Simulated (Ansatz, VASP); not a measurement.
**Zr in VASP and in Ansatz**

```
CELL_PARAMETERS angstrom
3.14255 0.00000 0.00000
-1.57127 2.72152 0.00000
0.00000 0.00000 5.09644
ATOMIC_POSITIONS crystal
Zr 0.33333 0.66667 0.25000
Zr 0.66667 0.33333 0.75000
```

Alike in both runs: task single point; functional LDA; k mesh 14 × 14 × 8; occupations fermi-dirac, width 0.1 eV; no spin polarisation.

|  | VASP | Ansatz |
| --- | --- | --- |
| version | VASP 6.6.1 | Ansatz 0.2.0 |
| potentials or method | VASP PAW LDA potentials, release 64 (Zr_sv), cutoff 520 eV | all-electron LAPW, scalar-relativistic |

Ansatz gave:

* pressure (GPa): 0.0

Q: Which values does VASP return?

A: Pressure (GPa): 0.1.

Ansatz ran all-electron here, so the differences hold the error of VASP's frozen core and of both bases.
